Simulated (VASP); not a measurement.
# PbS: electron localisation function with LDA

The system is PbS.

```
CELL_PARAMETERS angstrom
2.11266 1.21975 3.45192
-2.11266 1.21975 3.45192
0.00000 -2.43949 3.45192
ATOMIC_POSITIONS crystal
Pb 0.98057 0.98057 0.98057
S 0.47504 0.47504 0.47504
```

The cell is a database's computed one.

```
Program                : VASP 6.6.1
Task                   : electron localisation function
Functional             : LDA
Potentials or basis    : VASP PAW LDA potentials, release 64 (Pb_d, S)
Cutoff                 : 520 eV
k mesh                 : 8 × 8 × 8
Occupations            : gaussian, width 0.02 eV
Spin                   : no spin polarisation
Further INCAR settings : ALGO = Fast; EDIFF = 1e-06
```

```yaml
Pressure: -3.7 GPa
Largest_force: 0.004 eV/Å
Band_gap_on_the_k_mesh: 0.31 eV, direct
```

Forces on the atoms (eV/Å):
```
Pb   0.000  0.000  0.004
S    0.000  0.000 -0.004
```

Levels at points of the mesh, in eV from the valence-band top:
| k point | band 6 | band 7 | band 8 | band 9 | band 10 | band 11 | band 12 | band 13 | band 14 |
| --- | --- | --- | --- | --- | --- | --- | --- | --- | --- |
| (0.00, 0.00, 0.00) | -13.34 | -6.09 | -2.02 | -2.02 | -2.02 | 5.00 | 5.03 | 5.03 | 6.75 |
| (0.50, 0.00, 0.00) | -12.11 | -8.77 | -1.64 | -1.64 | 0.00 | 0.31 | 1.92 | 1.93 | 8.47 |
| (0.50, 0.50, 0.00) | -11.71 | -7.22 | -5.03 | -3.29 | -3.28 | 3.83 | 5.42 | 5.51 | 5.53 |
| (0.50, 0.50, 0.50) | -12.11 | -8.76 | -1.64 | -1.64 | -0.05 | 0.35 | 1.92 | 1.92 | 8.46 |

It took 19 s on 1 thread of Intel(R) Xeon(R) 6975P-C (Granite Rapids), with other jobs on the host, peak memory 0.19 GiB.

Caveat: spin-orbit coupling is left out, which as a rule narrows the gap of such compounds by several tenths of an eV. A k mesh can miss the band edges.
